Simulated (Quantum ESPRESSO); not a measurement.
The system is Te.

```
Te
1.0
     4.45400    0.00000    0.00000
    -2.22700    3.85728    0.00000
     0.00000    0.00000    5.92400
Te
3
Cartesian
  1.6279 2.8197 0.0000
  -0.5991 1.0376 3.9493
  1.1981 0.0000 1.9747
```

Base run:

* Program: Quantum ESPRESSO 7.5
* Functional: PBE
* Potentials or basis: JTH 2.0 PBE
* Cutoff: 490 eV
* Density cutoff: 2939 eV
* k mesh: 7 × 7 × 5
* Occupations: fermi-dirac, width 0.05 eV
* Spin: no spin polarisation

Its results: pressure 1.5 GPa; largest force 0.220 eV/Å.

Problem. The run is repeated on the same cell with these changes: functional from PBE to LDA; potentials or basis from JTH 2.0 PBE to GBRV 1.5 LDA; cutoff from 490 eV to 612 eV; density cutoff from 2939 eV to 4898 eV. What comes out?

Solution. Pressure -1.9 GPa; largest force 0.159 eV/Å.

Caveats: the cutoff is low for these files, which shifts pressure and relaxed volume (some runs).

Not every run made on this cell is shown here.
